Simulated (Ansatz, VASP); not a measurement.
One calculation of AgCl, two programs

```
Ag Cl
1.0
     0.00000    2.72376    2.72376
     2.72376    0.00000    2.72376
     2.72376    2.72376    0.00000
Ag Cl
1 1
Direct
  0.00000 0.00000 0.00000
  0.50000 0.50000 0.50000
```

Alike in both runs: functional PBEsol; k mesh 8 × 8 × 8; occupations gaussian, width 0.02 eV; no spin polarisation.

Ansatz relaxed the structure, and its values are those at the end. VASP's run is a single point on that final structure, the one shown.

```csv
,VASP,Ansatz
version,VASP 6.6.1,Ansatz 0.2.0
potentials or method,"VASP PAW PBE potentials, release 64 (Ag, Cl)","scalar-relativistic, plane waves, PAW"
plane-wave cutoff (eV),520,420
valence electrons in the cell,18,26
```

Ansatz gave:

- gap on the k mesh at the Fermi level (eV): 0.72
- least direct gap on the mesh (eV): 3.23
- pressure (GPa): 0.0

Task: Which values does VASP return?

Result: gap on the k mesh at the Fermi level (eV): 0.72; least direct gap on the mesh (eV): 3.22; pressure (GPa): -0.1.

The functional is the same, so the differences come from potentials, cutoffs and numerics. The two sets of potentials don't hold the same shells in valence.

Caveats: the PAW data sets were made with another functional, which shifts forces and pressure a little (VASP). A k mesh can miss the band edges. A hybrid or GW would open this gap; PBEsol tends to underestimate it.
